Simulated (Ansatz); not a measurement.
W, DFT, PBE, all-electron LAPW, scalar-relativistic (Ansatz 0.2.0), run on 1 thread of Arm Neoverse V1 on a shared host.

The geometry is COD entry 1534935, unchecked; take it as a test cell. The listed cell was then made from it by scaling, straining or moving an atom.

Command: `ansatz run input.yaml --threads 1 --pin off --max-ram 3072MiB --backend cpu --events-out ev --progress --plain --runs-dir out`

```yaml
crystal:
  lattice:
    - [0.0, 2.03, 2.0706]
    - [2.03, 0.0, 2.0706]
    - [2.03, 2.03, 0.0]
  atoms:
    - { symbol: W, position: [0.0, 0.0, 0.0] }
kpoints:
  mp_grid: { grid: [14, 14, 14] }
  band_path:
    path:
      - [0.0, 0.0, 0.0]
      - [0.0, 0.5, 0.5]
      - [0.25, 0.75, 0.5]
      - [0.0, 0.5, 0.0]
      - [0.0, 0.0, 0.0]
      - [0.5, 0.5, 0.0]
      - [0.3701460977, 0.6298539023, 0.0]
      - [-0.3701460977, 0.3701460977, 0.0]
      - [0.0, 0.0, 0.0]
    npoints: 5
scf:
  occupations: { method: fermi_dirac, width: 0.05 }
hamiltonian:
  xc: pbe
  pseudopotentials: { kind: all_electron, lapw: { basis_error: 0.00025 } }
output:
  forces: true
  stress: true
  eigenvalues: true
```

Q: How large is the problem that the program sets up?

A: 244 irreducible k-points, 181 plane waves at Γ, 27 bands.

Q: Estimate the wall time and the peak memory.

A: 54 s of wall time for 9 SCF iterations, with a peak of 0.56 GiB. Times on shared machines scatter by tens of per cent.
